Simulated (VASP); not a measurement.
# PbO (Litharge) (P4/nmm) in VASP: notebook

Runs on PbO (Litharge). Level: LDA. Tasks: single point.

Program: VASP 6.6.1. These are calculated values, not measurements. Logs are shortened: lines on timing, memory, paths and dates and some standing lists are left out, and cuts for length are marked.

## (1) The structure

Symmetry: P4/nmm, No. 129, tetragonal system. The conventional cell has a = 3.990 Å, b = 3.990 Å, c = 5.010 Å, α = 90.00°, β = 90.00°, γ = 90.00°. Pb (site symmetry 4mm) has 4 O at 2.33 Å as nearest neighbours. O (site symmetry -4m2) has 4 Pb at 2.33 Å as nearest neighbours.

## (2) Single point, LDA

Input file INCAR:

```
SYSTEM = PbO
PREC = Accurate ; ENCUT = 400
EDIFF = 1E-7 ; ISMEAR = 0
SIGMA = 0.05 ; LREAL = Auto
LASPH = .True. ; NELM = 100
ALGO = Normal ; ISIF = 2
LWAVE = .False. ; LCHARG = .False.
ADDGRID = .False.
```

Input file KPOINTS:

```
regular mesh
0
Gamma
  4 4 3
  0 0 0
```

Input file POSCAR:

```
PbO
1.0
    3.9900000000      0.0000000000      0.0000000000
    0.0000000000      3.9900000000      0.0000000000
    0.0000000000      0.0000000000      5.0100000000
Pb O
2 2
Direct
    0.5000000000      0.0000000000      0.7600000000
    0.0000000000      0.5000000000      0.2400000000
    0.5000000000      0.5000000000      0.0000000000
    0.0000000000      0.0000000000      0.0000000000
```

Potentials or basis: VASP PAW LDA potentials, release 64 (Pb_d, O).

Started as:

```bash
$ cat potpaw_LDA.64/Pb_d/POTCAR potpaw_LDA.64/O/POTCAR > POTCAR
$ mpirun -np 1 vasp_std > vasp.out
```

OUTCAR:

```text
SYSTEM = PbO
   PREC = Accurate
   ENCUT = 400
   EDIFF = 1E-7
   ISMEAR = 0
   LREAL = Auto
   LASPH = .True.
   NELM = 100
   ISIF = 2

 Found     12 irreducible k-points:

 Following reciprocal coordinates:
            Coordinates               Weight
  0.000000  0.000000  0.000000      1.000000
  0.250000  0.000000  0.000000      4.000000
  0.500000  0.000000  0.000000      2.000000
  0.250000  0.250000  0.000000      4.000000
  0.500000  0.250000  0.000000      4.000000
  0.500000  0.500000  0.000000      1.000000
   k-points           NKPTS =     12   k-points in BZ     NKDIM =     12   number of bands    NBANDS=     24
   number of dos      NEDOS =    301   number of ions     NIONS =      4
   total plane-waves  NPLWV =  28224
   dimension x,y,z NGX =    28 NGY =   28 NGZ =   36
   dimension x,y,z NGXF=    56 NGYF=   56 NGZF=   72
   ions per type =               2   2
   NGX,Y,Z   is equivalent  to a cutoff of  11.67, 11.67, 11.95 a.u.
   NGXF,Y,Z  is equivalent  to a cutoff of  23.33, 23.33, 23.89 a.u.
 SYSTEM =  PbO
   PREC   = accura    normal or accurate (medium, high low for compatibility)
   ISTART =      0    job   : 0-new  1-cont  2-samecut
   ICHARG =      2    charge: 1-file 2-atom 10-const
   ISPIN  =      1    spin polarized calculation?
   LNONCOLLINEAR =      F non collinear calculations
   LSORBIT =      F    spin-orbit coupling
   LASPH  =      T    aspherical Exc in radial PAW
   ENCUT  =  400.0 eV  29.40 Ry    5.42 a.u.   6.51  6.51  8.17*2*pi/ulx,y,z
   NELM   =    100;   NELMIN=  2; NELMDL= -5     # of ELM steps
   EDIFF  = 0.1E-06   stopping-criterion for ELM
   LREAL  =      T    real-space projection
   EDIFFG = 0.1E-05   stopping-criterion for IOM
   NSW    =      0    number of steps for IOM
   IBRION =     -1    ionic relax: 0-MD 1-quasi-New 2-CG
[... 8 lines left out ...]
   EMIN   =  10.00;   EMAX   =-10.00  energy-range for DOS
   EFERMI =   0.00;   METHOD = LEGACY
   ISMEAR =     0;   SIGMA  =   0.05  broadening in eV -4-tet -1-fermi 0-gaus
   EFERMI_NEDOS =   21; number of points for ismear=-14 and -15
   IALGO  =     38    algorithm
   IMIX   =      4    mixing-type and parameters
     AMIX     =   0.40;   BMIX     =  1.00
     AMIX_MAG =   1.60;   BMIX_MAG =  1.00
  volume/ion in A,a.u.               =      19.94       134.56
  Fermi-wavevector in a.u.,A,eV,Ry     =   1.300670  2.457909 23.017539  1.691741
  Thomas-Fermi vector in A             =   2.431853
   LORBIT       =      0    0 simple, 1 ext, 2 COOP (PROOUT), +10 PAW based schemes
   GGA     = CA    functional components
   LHFCALC =     F    Hartree Fock is set to
   AEXX    =    0.0000 exact exchange contribution
   IVDW    =     0    specifies the selected vdW correction
   LEPSILON=     F    determine dielectric tensor
   LRPA    =     F    only Hartree local field effects (RPA)
 non-spin polarized calculation
 Gauss-broadening in eV      SIGMA  =   0.05
  energy-cutoff  :      400.00
  volume of cell :       79.76
 maximum number of plane-waves:      1465
 NGX is ok and might be reduce to    28
   NGX = 13   NGY = 13   NGZ = 17

 number of electron      40.0000035 magnetization

 Free energy of the ion-electron system (eV)
  ---------------------------------------------------
  ext. energy  EPLUGINS =         0.00000000
  ---------------------------------------------------
  free energy    TOTEN  =       -24.39866724 eV

  energy without entropy =      -24.39866724  energy(sigma->0) =      -24.39866724

 E-fermi :   4.9472     XC(G=0): -10.2896

 val. band max:        4.7364850950   @ k =   0.0000   0.0000   0.0000
 cond. band min:       5.8412773269   @ k =   0.5000   0.5000   0.0000
 fundamental gap:      1.1047922319
 Fermi energy:         4.9471555464

 k-point     1 :       0.0000    0.0000    0.0000
  band No.  band energies     occupation
      1     -13.2627      2.00000
      2     -12.7865      2.00000
      3     -11.1806      2.00000
      4     -11.1806      2.00000
      5     -11.1159      2.00000
      6     -11.1030      2.00000
[... 16 lines left out ...]
     23      10.2438      0.00000
     24      10.2438      0.00000

 k-point     2 :       0.2500    0.0000    0.0000
  band No.  band energies     occupation
      1     -13.1489      2.00000
      2     -12.8246      2.00000
      3     -11.1507      2.00000
      4     -11.1483      2.00000
      5     -11.0714      2.00000
      6     -11.0710      2.00000
[... 16 lines left out ...]
     23      10.1780      0.00000
     24      10.5630      0.00000

 k-point     3 :       0.5000    0.0000    0.0000
  band No.  band energies     occupation
      1     -12.9550      2.00000
      2     -12.9550      2.00000
      3     -11.0854      2.00000
      4     -11.0854      2.00000
      5     -11.0850      2.00000
      6     -11.0850      2.00000
[... 16 lines left out ...]
     23      11.2710      0.00000
     24      11.2713      0.00000

 k-point     4 :       0.2500    0.2500    0.0000
  band No.  band energies     occupation
      1     -13.0715      2.00000
      2     -12.8531      2.00000
      3     -11.1421      2.00000
      4     -11.0884      2.00000
      5     -11.0480      2.00000
      6     -11.0468      2.00000
[... 16 lines left out ...]
     23       9.4018      0.00000
     24       9.8145      0.00000

 k-point     5 :       0.5000    0.2500    0.0000
  band No.  band energies     occupation
      1     -12.9434      2.00000
      2     -12.9434      2.00000
      3     -11.0686      2.00000
      4     -11.0686      2.00000
      5     -11.0622      2.00000
      6     -11.0622      2.00000
[... 16 lines left out ...]
     23      10.0800      0.00000
     24      10.0800      0.00000

 k-point     6 :       0.5000    0.5000    0.0000
  band No.  band energies     occupation
      1     -12.9375      2.00000
      2     -12.9375      2.00000
      3     -11.0900      2.00000
      4     -11.0900      2.00000
      5     -10.9891      2.00000
      6     -10.9891      2.00000
[... 16 lines left out ...]
     23       9.9021      0.00000
     24       9.9021      0.00000

 [... further k-points ...]
[... 5 lines left out ...]
  --------------------------------------------------------------------------------------
  -------------------------------------------------------------------------------------
  Total       -2.9465797     -2.9465797     -2.8649965      0.0000000     -0.0000000      0.0000000
  in kB      -59.1895802    -59.1895802    -57.5507721      0.0000000     -0.0000000      0.0000000
  external PRESSURE =     -58.6433109 kB  Pullay stress =       0.0000000 kB

 VOLUME and BASIS-vectors are now :
 -----------------------------------------------------------------------------
  energy-cutoff  :      400.00
  volume of cell :       79.76
      direct lattice vectors                 reciprocal lattice vectors
     3.990000000  0.000000000  0.000000000     0.250626566  0.000000000  0.000000000
     0.000000000  3.990000000  0.000000000     0.000000000  0.250626566  0.000000000
     0.000000000  0.000000000  5.010000000     0.000000000  0.000000000  0.199600798

 POSITION                                       TOTAL-FORCE (eV/Angst)
 -----------------------------------------------------------------------------------
      1.99500      0.00000      3.80760         0.000000      0.000000      0.544431
      0.00000      1.99500      1.20240        -0.000000      0.000000     -0.544431
      1.99500      1.99500      0.00000        -0.000000      0.000000     -0.000000
      0.00000      0.00000      0.00000        -0.000000     -0.000000     -0.000000
 -----------------------------------------------------------------------------------
    total drift:                                0.000000      0.000000     -0.000000

  FREE ENERGIE OF THE ION-ELECTRON SYSTEM (eV)
  ---------------------------------------------------
  free  energy   TOTEN  =       -24.3986672402 eV

  energy  without entropy=      -24.3986672402  energy(sigma->0) =      -24.39866724
```

It took 20 s on 1 thread of Intel Xeon Platinum 8488C (Sapphire Rapids), shared host; peak memory 0.15 GiB.

The run converged, but some of its settings lie outside the range that counts as converged, so its numbers aren't taken as properties of the crystal.

Results:

- Free energy: -24.3987 eV
- Largest force: 0.544 eV/Å
- Band gap on the k mesh: 1.10 eV, indirect (least direct gap 2.06 eV)

Caveat: the cutoff is under 1.25 times the usual one of these potentials, so pressure, stress and relaxed cells hold a basis-set (Pulay) error; spin-orbit coupling is left out, which as a rule narrows the gap of such compounds by several tenths of an eV; an odd mesh through Γ misses points on the zone boundary, where band edges often lie.

## (3) Single point, LDA

Input file INCAR:

```
SYSTEM = PbO
PREC = Accurate ; ENCUT = 400
EDIFF = 0.01 ; ISMEAR = 0
SIGMA = 0.05 ; LREAL = .False.
LASPH = .True. ; NELM = 100
ALGO = Normal ; ISIF = 2
LWAVE = .False. ; LCHARG = .False.
ADDGRID = .False.
```

KPOINTS is that of step 2.

POSCAR is that of step 2.

Potentials or basis: VASP PAW LDA potentials, release 64 (Pb_d, O).

Started as:

```bash
$ cat potpaw_LDA.64/Pb_d/POTCAR potpaw_LDA.64/O/POTCAR > POTCAR
$ mpirun -np 1 vasp_std > vasp.out
```

Run time: 10 s. Hardware: 1 thread of Intel Xeon Platinum 8488C (Sapphire Rapids), shared host; peak memory 0.15 GiB.

The run converged, but some of its settings lie outside the range that counts as converged, so its numbers aren't taken as properties of the crystal.

What came out:

* Free energy: -24.4010 eV
* Largest force: 0.546 eV/Å
* Band gap on the k mesh: 1.10 eV, indirect (least direct gap 2.06 eV)

Caveat: the cutoff is under 1.25 times the usual one of these potentials, so pressure, stress and relaxed cells hold a basis-set (Pulay) error; spin-orbit coupling is left out, which as a rule narrows the gap of such compounds by several tenths of an eV; an odd mesh through Γ misses points on the zone boundary, where band edges often lie.

## (4) Single point, LDA

INCAR: that of step 3 with these lines changed.

```diff
@@ -2,3 +2,3 @@
 PREC = Accurate ; ENCUT = 400
-EDIFF = 0.01 ; ISMEAR = 0
+EDIFF = 0.001 ; ISMEAR = 0
 SIGMA = 0.05 ; LREAL = .False.
```

KPOINTS is that of step 3.

POSCAR is that of step 3.

Potentials or basis: VASP PAW LDA potentials, release 64 (Pb_d, O).

Started as:

```bash
$ cat potpaw_LDA.64/Pb_d/POTCAR potpaw_LDA.64/O/POTCAR > POTCAR
$ mpirun -np 1 vasp_std > vasp.out
```

OUTCAR:

```text
SYSTEM = PbO
   PREC = Accurate
   ENCUT = 400
   EDIFF = 0.001
   ISMEAR = 0
   LREAL = .False.
   LASPH = .True.
   NELM = 100
   ISIF = 2

 Found     12 irreducible k-points:

 Following reciprocal coordinates:
            Coordinates               Weight
  0.000000  0.000000  0.000000      1.000000
  0.250000  0.000000  0.000000      4.000000
  0.500000  0.000000  0.000000      2.000000
  0.250000  0.250000  0.000000      4.000000
  0.500000  0.250000  0.000000      4.000000
  0.500000  0.500000  0.000000      1.000000
[... 237 lines left out ...]
 [... further k-points ...]
[... 5 lines left out ...]
  --------------------------------------------------------------------------------------
  -------------------------------------------------------------------------------------
  Total       -2.9756132     -2.9756132     -2.8869658      0.0000000      0.0000000      0.0000000
  in kB      -59.7727912    -59.7727912    -57.9920832      0.0000000      0.0000000      0.0000000
  external PRESSURE =     -59.1792219 kB  Pullay stress =       0.0000000 kB

 VOLUME and BASIS-vectors are now :
 -----------------------------------------------------------------------------
  energy-cutoff  :      400.00
  volume of cell :       79.76
      direct lattice vectors                 reciprocal lattice vectors
     3.990000000  0.000000000  0.000000000     0.250626566  0.000000000  0.000000000
     0.000000000  3.990000000  0.000000000     0.000000000  0.250626566  0.000000000
     0.000000000  0.000000000  5.010000000     0.000000000  0.000000000  0.199600798

 POSITION                                       TOTAL-FORCE (eV/Angst)
 -----------------------------------------------------------------------------------
      1.99500      0.00000      3.80760        -0.000000      0.000000      0.551660
      0.00000      1.99500      1.20240         0.000000     -0.000000     -0.551660
      1.99500      1.99500      0.00000         0.000000     -0.000000      0.000000
      0.00000      0.00000      0.00000         0.000000      0.000000      0.000000
 -----------------------------------------------------------------------------------
    total drift:                                0.000000      0.000000     -0.000000

  FREE ENERGIE OF THE ION-ELECTRON SYSTEM (eV)
  ---------------------------------------------------
  free  energy   TOTEN  =       -24.4011043465 eV

  energy  without entropy=      -24.4011043465  energy(sigma->0) =      -24.40110435
```

OSZICAR:

```text
N       E                     dE             d eps       ncg     rms          rms(c)
DAV:   1     0.402173554241E+03    0.40217E+03   -0.17149E+04   576   0.163E+03
DAV:   2     0.220531535501E+02   -0.38012E+03   -0.37433E+03   608   0.445E+02
DAV:   3    -0.274138962745E+02   -0.49467E+02   -0.47310E+02   800   0.176E+02
DAV:   4    -0.287446090713E+02   -0.13307E+01   -0.13302E+01   632   0.336E+01
DAV:   5    -0.287929077457E+02   -0.48299E-01   -0.48291E-01   808   0.586E+00    0.117E+01
DAV:   6    -0.247086822919E+02    0.40842E+01   -0.32867E+01   896   0.447E+01    0.547E+00
DAV:   7    -0.244707171208E+02    0.23797E+00   -0.32986E+00   768   0.135E+01    0.245E+00
DAV:   8    -0.244262282007E+02    0.44489E-01   -0.78938E-01   688   0.620E+00    0.116E+00
DAV:   9    -0.244000347619E+02    0.26193E-01   -0.12745E-01   872   0.315E+00    0.269E-01
DAV:  10    -0.244010604513E+02   -0.10257E-02   -0.17493E-02   592   0.794E-01    0.542E-02
DAV:  11    -0.244011043465E+02   -0.43895E-04   -0.58946E-04   408   0.209E-01
   1 F= -.24401104E+02 E0= -.24401104E+02  d E =-.561965E-11
```

stdout:

```text
POSCAR found type information on POSCAR PbO
 POSCAR found :  2 types and       4 ions
 scaLAPACK will be used
 LDA part: xc-table for (Slater(with rela. corr.)+CA(PZ))
 , standard interpolation
 POSCAR, INCAR and KPOINTS ok, starting setup
 FFT: planning ... GRIDC
 FFT: planning ... GRID_SOFT
 FFT: planning ... GRID
 WAVECAR not read
 entering main loop
```

Run time: 10 s. Hardware: 1 thread of Intel Xeon Platinum 8488C (Sapphire Rapids), shared host; peak memory 0.15 GiB.

These settings aren't checked as converged: the numbers below hold their error.

What came out:

```yaml
Free_energy: -24.4011 eV
Largest_force: 0.552 eV/Å
Band_gap_on_the_k_mesh: 1.10 eV, indirect (least direct gap 2.05 eV)
```

Caveat: the cutoff is under 1.25 times the usual one of these potentials, so pressure, stress and relaxed cells hold a basis-set (Pulay) error; spin-orbit coupling is left out, which as a rule narrows the gap of such compounds by several tenths of an eV; an odd mesh through Γ misses points on the zone boundary, where band edges often lie.

## (5) The reference run

An earlier run on the cell as given: functional PBEsol; potentials or basis VASP PAW PBE potentials, release 64 (Pb_d, O); cutoff 520 eV; k mesh 7 × 7 × 6; occupations fermi-dirac, width 0.05 eV; no spin polarisation.

- Pressure: -0.8 GPa
- Largest force: 0.288 eV/Å
- Band gap on the k mesh: 1.37 eV, indirect (least direct gap 2.29 eV)
